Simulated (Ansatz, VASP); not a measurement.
# Co: VASP beside Ansatz

```
Co
1.0
     0.00000    2.46263    2.46263
     2.46263    0.00000    2.46263
     2.46263    2.46263    0.00000
Co
2
Direct
  0.12500 0.12500 0.12500
  0.87500 0.87500 0.87500
```

Alike in both runs: task single point; functional PBE; k mesh 12 × 12 × 12; occupations fermi-dirac, width 0.1 eV; no spin polarisation.

|  | VASP | Ansatz |
| --- | --- | --- |
| version | VASP 6.6.1 | Ansatz 0.2.0 |
| potentials or method | VASP PAW PBE potentials, release 64 (Co) | plane waves (420 eV) with PAW, scalar-relativistic |
| plane-wave cutoff (eV) | 520 | 420 |
| valence electrons in the cell | 18 | 34 |

Ansatz gave:

- pressure (GPa): 0.0

**Question.** What did VASP give for the same quantities?

**Answer.** Pressure (GPa): -1.0.

The functional is the same, so the differences come from potentials, cutoffs and numerics. The two sets of potentials don't hold the same shells in valence.

Caveats: the run has no spin polarisation, though such a crystal can be magnetic. Spin polarisation is off, so any magnetic state and its effect on volume and gap are missing.
